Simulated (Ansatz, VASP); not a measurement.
## LiF (Griceite): VASP beside Ansatz

```
Li F
1.0
     0.00000    2.09918    2.09918
     2.09918    0.00000    2.09918
     2.09918    2.09918    0.00000
Li F
1 1
Direct
  0.00000 0.00000 0.00000
  0.50000 0.50000 0.50000
```

Alike in both runs: task single point; functional PBE; k mesh 10 × 10 × 10; occupations gaussian, width 0.02 eV; no spin polarisation.

|  | VASP | Ansatz |
| --- | --- | --- |
| version | VASP 6.6.1 | Ansatz 0.2.0 |
| potentials or method | VASP PAW PBE potentials, release 64 (Li_sv, F) | scalar-relativistic, plane waves, PAW |
| plane-wave cutoff (eV) | 520 | 420 |
| valence electrons in the cell | 10 | 10 |

VASP gave:

| Item | Value |
| --- | --- |
| gap on the k mesh at the Fermi level (eV) | 8.06 |
| least direct gap on the mesh (eV) | 8.06 |

Q: What did Ansatz give for the same quantities?

A: gap on the k mesh at the Fermi level (eV): 8.07; least direct gap on the mesh (eV): 8.07.

 A k mesh can miss the band edges. As with any semilocal functional, this PBE gap is likely too small.
